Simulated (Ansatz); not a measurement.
The system is TiB2.

```
Ti B
1.0
     3.02920    0.00000    0.00000
    -1.51460    2.62336    0.00000
     0.00000    0.00000    3.22840
Ti B
1 2
Direct
  0.00000 0.00000 0.00000
  0.66667 0.33333 0.50000
  0.33333 0.66667 0.50000
```

Base run:

* Program: Ansatz 0.2.0
* Functional: PBEsol
* Potentials or basis: all-electron LAPW, scalar-relativistic
* Cutoff: 282 eV (chosen from the basis error)
* Basis error allowed: 0.002 eV/atom
* k mesh: 10 × 10 × 8
* Occupations: fermi-dirac, width 0.05 eV
* Spin: no spin polarisation
* Hubbard terms: Ti d U = 6 eV

Its results: band gap on the k mesh none (metal or under the smearing width); pressure 0.6 GPa.

Problem. The run is repeated on the same cell with these changes: hubbard terms from Ti d U = 6 eV to Ti d U = 8 eV. What comes out?

Solution. Band gap on the k mesh none (metal or under the smearing width); pressure 2.9 GPa.

Caveats: U is the effective U less J, on atomic orbitals that reach past the spheres; U without spin polarisation on a metal has little footing; the U is typed as a test and isn't derived for this compound.
